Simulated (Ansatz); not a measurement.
# InSe (R3m) in Ansatz: notebook

The runs below take InSe through band structure, single point, equation of state, with revPBE, r2SCAN.

All numbers are computed with Ansatz 0.2.0; they aren't measurements. Logs are shortened: lines on timing, memory, paths and dates and some standing lists are left out, and cuts for length are marked.

**The experiment to reproduce.**

From “The Interaction of Hydrogen with the van der Waals Crystal γ-InSe”, 2020, pmc:7321205, for a bulk crystal of InSe at 300 K: band gap 1.25 eV.

How close the calculation comes is told below.

**1. Starting point**

The structure is trigonal, space group R3m (No. 160). The conventional cell has a = 4.000 Å, b = 4.000 Å, c = 25.320 Å, α = 90.00°, β = 90.00°, γ = 120.00°. In (site symmetry 3m) has 3 Se at 2.63 Å and 1 In at 2.82 Å as nearest neighbours. In (site symmetry 3m) has 3 Se at 2.64 Å and 1 In at 2.82 Å as nearest neighbours. Around Se (site symmetry 3m) lie 3 In at 2.63 Å. Se (site symmetry 3m) is surrounded by 3 In at 2.64 Å.

**2. Band structure, revPBE**

input.yaml

```yaml
crystal:
  lattice:
    - [2.0, 1.1547005384, 8.44]
    - [-2.0, 1.1547005384, 8.44]
    - [0.0, -2.3094010768, 8.44]
  atoms:
    - { symbol: In, position: [0.8886, 0.8886, 0.8886] }
    - { symbol: In, position: [0.0, 0.0, 0.0] }
    - { symbol: Se, position: [0.1719, 0.1719, 0.1719] }
    - { symbol: Se, position: [0.3835, 0.3835, 0.3835] }
hamiltonian:
  xc: revpbe
  pseudopotentials: { kind: paw }
kpoints:
  mp_grid: { grid: [8, 8, 8] }
  band_path:
    path:
      - [[0.0, 0.0, 0.0], [0.5, 0.0, 0.0], [0.5, 0.1791451724, -0.1791451724]]
      - [[0.8208548276, 0.5, 0.1791451724], [0.5, 0.5, 0.5], [0.0, 0.0, 0.0], [0.3395725862, 0.0, -0.3395725862]]
      - [[0.6604274138, 0.3395725862, 0.0], [0.5, 0.5, 0.0], [0.6604274138, 0.6604274138, 0.1791451724], [0.5, 0.5, 0.5]]
      - [[0.5, 0.0, 0.0], [0.8208548276, 0.3395725862, 0.3395725862]]
    npoints: 14
scf:
  occupations: { method: fermi_dirac, width: 0.05 }
  n_extra_bands: 10
output:
  forces: true
  stress: true
  eigenvalues: true
  fatbands: false
```

Potentials or basis: Ansatz PAW.

On the command line:

```
$ ansatz run input.yaml --threads 2 --pin off --max-ram 5120MiB --backend cpu --events-out ev --progress --plain --runs-dir out
```

The program printed:

```text
Warning: RAYON_NUM_THREADS=2 ignored (pool sized by the plan → 2); use --threads N
basis.fft_grid_basis auto: the FFT boxes are laid along the combinations [[1, 0, -1], [0, 1, -1], [0, 0, 1]] of the cell's own vectors, 4.000, 4.000 and 8.750 Å long. The dense box has 27×27×60 points. Along the cell's own vectors, as sized, it would have 60×60×60, 4.94 times as many. Of the 6 symmetry operations that the crystal satisfies within crystal.symmetry.tolerance (time reversal apart; of a slab, those that keep its plane) the dense box along the cell's own vectors carries 6, and the one as laid loses 4 of those. basis.fft_grid_basis: typed keeps the cell's own vectors: state it where this run's energies or levels are differenced outside the engine with another run's, or held beside a run that keeps those vectors.
scf.n_extra_bands = 10 over 29 filled bands (N_el = 58.0): the run solves 39 bands
Engine: ansatz 0.2.0, x86_64-unknown-linux-gnu
Pseudopotentials: kind: paw
Pseudopotential: In, paw, valence charge 13, recommended cutoff 420 eV (normal), In.paw.azcp
Pseudopotential: Se, paw, valence charge 16, recommended cutoff 420 eV (normal), Se.paw.azcp
Functional definition: revPBE
  parameter kappa = 1.245
  parameter beta = 0.06672455060314922
  exchange = pbe_x(kappa = kappa, mu = beta*pi^2/3)
  correlation = pbe_c(beta = beta)
Crystal: 4 atoms, lattice volume = 116.948 Å³
Basis set: ecut = 420 eV, 2309 PW (Γ), FFT grids on a1−a3, a2−a3, a3, exchange–correlation on 54×54×120 points (8 copies of the dense FFT grid, shifted against one another)
Bands: 39, of which v1, the nominal top of the filled ones, is band 29 counted from 1 (28 counted from 0)
Symmetry: 6 space group operations
Space group: R3m (ITA 160), of the structure as read, at distance tolerance 4.9e-5 Å
k-points: 65 of 512 (time reversal used)
Non-local potential: In, projectors of the file, l = 0: 2, l = 1: 2, l = 2: 2, l = 3: 2
Non-local potential: Se, projectors of the file, l = 0: 2, l = 1: 2, l = 2: 3, l = 3: 1
PAW form: soft (Blöchl's): semilocal exchange-correlation on the pseudo side does not see the compensation charge
PAW frozen core: In, regenerated for the run's functional, and the local potential with it (the file was generated under x = pbe(κ = 0.804, μ = 0.2195149727645171), c = pbe(β = 0.06672455060314922))
PAW frozen core: Se, regenerated for the run's functional, and the local potential with it (the file was generated under x = pbe(κ = 0.804, μ = 0.2195149727645171), c = pbe(β = 0.06672455060314922))
PAW one-centre angular grid: In, 590 points (default); XC on 64 Gauss nodes
PAW one-centre angular grid: Se, 590 points (default); XC on 64 Gauss nodes
Initial density: superposition of atomic densities (neutral atoms: chi_scale 0, normalization atom), corrected by the library's trained network
Initial wavefunctions: pseudopotential atomic-orbital guess
Functional: x = revpbe(κ = 1.245, μ = 0.2195149727645171), c = pbe(β = 0.06672455060314922)
SCF iter   1: F=—  HF=-22156.476477 eV  |F-HF|=—  |Δ(HF+E_count)|=         —  Δρ=2.45e-3  dr2=7.95e-3  ethr=1.77e-3  ⟨swp⟩=6.5  Hψ=10686  notcnv=0  defer=53
preconditioner: auto → Resta (q_TF=auto, 2.427 Å⁻¹)  ε∞=2.8  [insulator: Δε(μ)=0.532 eV  Ē_g=15.649 eV  σ=0.050 eV  W_gap=0.99  n_scr=30 (ndim 8)  ℏωp=21.2 eV  f_vac=0.086  D(μ)=0.00/eV (n_scr^D=0)  ε∞_Penn≈2.8]
SCF iter   2: F=—  HF=-22156.473135 eV  |F-HF|=—  |Δ(HF+E_count)|=   3.34e-3  Δρ=7.51e-4  dr2=6.24e-4  ethr=1.37e-5  ⟨swp⟩=2.0  Hψ=4332  notcnv=0  defer=204
SCF iter   3: F=—  HF=-22156.473318 eV  |F-HF|=—  |Δ(HF+E_count)|=   1.83e-4  Δρ=4.49e-4  dr2=1.73e-4  ethr=1.08e-6  ⟨swp⟩=2.3  Hψ=2931  notcnv=0  defer=204
SCF iter   4: F=—  HF=-22156.473526 eV  |F-HF|=—  |Δ(HF+E_count)|=   2.08e-4  Δρ=1.41e-4  dr2=2.78e-5  ethr=2.98e-7  ⟨swp⟩=3.0  Hψ=3749  notcnv=0  defer=204
SCF iter   5: F=—  HF=-22156.473527 eV  |F-HF|=—  |Δ(HF+E_count)|=   1.48e-6  Δρ=5.04e-5  dr2=4.28e-6  ethr=4.78e-8  ⟨swp⟩=2.0  Hψ=4141  notcnv=0  defer=204
SCF iter   6: F=—  HF=-22156.473535 eV  |F-HF|=—  |Δ(HF+E_count)|=   8.34e-6  Δρ=1.77e-5  dr2=3.29e-7  ethr=7.38e-9  ⟨swp⟩=2.0  Hψ=3491  notcnv=0  defer=204
SCF iter   7: F=-22156.473536 eV  HF=-22156.473536 eV  |F-HF|=5.15e-8  |Δ(HF+E_count)|=   5.74e-7  Δρ=4.92e-6  dr2=4.09e-8  ethr=1.72e-10  ⟨swp⟩=10.1  Hψ=13003  notcnv=0
SCF 1 converged in 7 iterations: F = -22156.473536 eV  dr2 = 4.09e-8
NSCF: frozen V_eff on 130 k-points
SCF converged after 7 iterations
Free energy (F): -22156.473536 eV
Harris-Foulkes:  -22156.473536 eV  (|F-HF|=5.15e-8)
Internal energy: -22156.473521 eV  (E = F + TS)
E sigma→0 (E₀):  -22156.473528 eV
Entropy (-TS):   -0.000015 eV (-0.004 meV/atom)
Fermi energy:    7.647454 eV
--- Per-component energies (eV) ---
  E_band       = -907.018229
  E_kinetic    = 723.333590
  E_local      = -7916.402791  (includes V_loc(G=0)·N_el)
  E_nonlocal   = -459.876624
  E_hartree    = 3653.217000
  E_xc         = -639.967939
  E_vxc        = -394.145617  (∫ρ·V_xc dr)
  E_paw        = -12152.273577  (= ΣΔE_a)
  E_vpaw       = -166.364547  (= ΣTr[D̂ρ^β])
  E_aug_tail   = -0.001149  (compensation charges beyond the density's cutoff)
  E_ewald      = -5364.203816
  E_core_change = -0.298216  (= ΣΔE_core)
  E_smearing   = -0.000015  (= −TS)
  E_closure    = 0.000000  (closes the sum)
  Σ components = -22156.473536   (vs F -22156.473536, Δ=0.00e0)
--- Forces (eV/Å), atoms counted from 1 ---
  atom   1  In     0.00000000    -0.00000000     0.39258647
  atom   2  In     0.00000000     0.00000000    -0.37677091
  atom   3  Se     0.00000000     0.00000000    -0.29810387
  atom   4  Se     0.00000000    -0.00000000     0.28228315
  max |Σ_I F_I| component: 5.16e-6 eV/Å
--- Stress (GPa, compression-positive) ---
        4.405922       0.000000       0.000000
        0.000000       4.405922      -0.000000
        0.000000      -0.000000       3.252113
  P = ⅓ Tr σ = 4.0213 GPa (40.213 kbar)
--- Band table (eV; the first three rows and the last of 65) ---
  k-point 0: bands = ["-40.0583", "-40.0583", "-40.0492", "-40.0492", "-40.0287", "-40.0287", "-40.0210", "-40.0210", "-40.0176", "-40.0104", "-7.4319", "-7.2653", "-7.2653", "-7.1939", "-7.1939", "-7.1708", "-7.1708", "-7.0036", "-7.0036", "-6.9953", "-6.1648", "-5.7711", "1.1106", "3.9537", "5.8980", "6.0583", "6.0583", "6.1504", "6.1504", "9.1169", "9.5561", "11.8013", "11.8013", "12.6081", "12.9043", "12.9043", "15.0205", "16.1665", "16.5374"]
  k-point 1: bands = ["-40.0583", "-40.0582", "-40.0492", "-40.0491", "-40.0287", "-40.0287", "-40.0210", "-40.0210", "-40.0176", "-40.0104", "-7.4375", "-7.3188", "-7.2616", "-7.2583", "-7.1827", "-7.1749", "-7.1640", "-7.0371", "-7.0050", "-6.9405", "-5.9908", "-5.6253", "1.2222", "3.6838", "5.0999", "5.6779", "5.8638", "5.9859", "6.2755", "9.4518", "10.2263", "11.1199", "11.9522", "12.2647", "12.9645", "13.2511", "14.6194", "15.9106", "16.3979"]
  k-point 2: bands = ["-40.0583", "-40.0581", "-40.0492", "-40.0490", "-40.0287", "-40.0287", "-40.0211", "-40.0210", "-40.0175", "-40.0103", "-7.4927", "-7.3762", "-7.3667", "-7.2568", "-7.1849", "-7.1557", "-7.1430", "-7.0548", "-7.0078", "-6.8901", "-5.5756", "-5.2701", "1.4158", "2.9121", "3.9194", "5.3299", "5.4748", "5.6083", "6.3754", "9.4617", "9.6207", "11.4823", "11.6671", "12.1646", "13.8158", "13.9046", "14.1802", "15.3593", "15.9493"]
  k-point 64: bands = ["-40.0583", "-40.0583", "-40.0492", "-40.0492", "-40.0287", "-40.0287", "-40.0210", "-40.0210", "-40.0176", "-40.0104", "-7.4317", "-7.2655", "-7.2655", "-7.1938", "-7.1938", "-7.1709", "-7.1709", "-7.0035", "-7.0035", "-7.0030", "-6.0270", "-5.9169", "1.4574", "3.0654", "5.9910", "5.9910", "6.2239", "6.2239", "7.3642", "7.9064", "9.6101", "11.7209", "11.7209", "13.0253", "13.0253", "13.0790", "15.4865", "16.1997", "16.1997"]
```

Wall time 12 s (2 threads of INTEL XEON PLATINUM 8581C at 2.30GHz (Emerald Rapids), shared host); peak memory 0.59 GiB.

Results:

```
Free energy             : -22156.4735 eV
Pressure                : 4.0 GPa
Largest force           : 0.393 eV/Å
Band gap on the k mesh  : 0.54 eV, direct
Band gap along the path : 0.54 eV, direct
```

Forces in eV/Å, atoms in the order of the input:
```
In   0.000  0.000  0.393
In   0.000  0.000 -0.377
Se   0.000  0.000 -0.298
Se   0.000  0.000  0.282
```

Levels at the corners of the path, in eV from the valence-band top:
| point | band 26 | band 27 | band 28 | band 29 | band 30 | band 31 | band 32 | band 33 |
| --- | --- | --- | --- | --- | --- | --- | --- | --- |
| Γ | -1.31 | -1.31 | -1.21 | -1.21 | 1.75 | 2.19 | 4.44 | 4.44 |
| L | -2.36 | -2.33 | -2.23 | -1.65 | 1.29 | 2.02 | 3.71 | 4.04 |
| B1 | -3.64 | -2.52 | -2.23 | -1.73 | 1.80 | 2.49 | 3.45 | 4.47 |
| B | -3.64 | -2.52 | -2.23 | -1.73 | 1.80 | 2.49 | 3.45 | 4.47 |
| Z | -1.37 | -1.14 | -1.14 | 0.00 | 0.54 | 2.25 | 4.36 | 4.36 |
| Γ | -1.31 | -1.31 | -1.21 | -1.21 | 1.75 | 2.19 | 4.44 | 4.44 |
| X | -3.66 | -2.55 | -2.21 | -1.70 | 1.85 | 2.41 | 3.47 | 4.44 |
| Q | -3.66 | -2.55 | -2.21 | -1.70 | 1.85 | 2.41 | 3.47 | 4.44 |
| F | -2.64 | -2.49 | -2.05 | -1.49 | 1.27 | 2.03 | 3.38 | 3.68 |
| P1 | -2.57 | -2.46 | -2.08 | -1.61 | 1.48 | 1.87 | 3.45 | 3.84 |
| Z | -1.37 | -1.14 | -1.14 | 0.00 | 0.54 | 2.25 | 4.36 | 4.36 |
| L | -2.36 | -2.33 | -2.23 | -1.65 | 1.29 | 2.02 | 3.71 | 4.04 |
| P | -2.57 | -2.46 | -2.08 | -1.61 | 1.48 | 1.87 | 3.45 | 3.84 |

Caveat: spin-orbit coupling is left out, which moves the levels of the heavy elements; the PAW data sets come from PBE, with cores solved anew for the run's functional, which leaves a small shift of forces and pressure.

(Continued in part 2 of 2.)
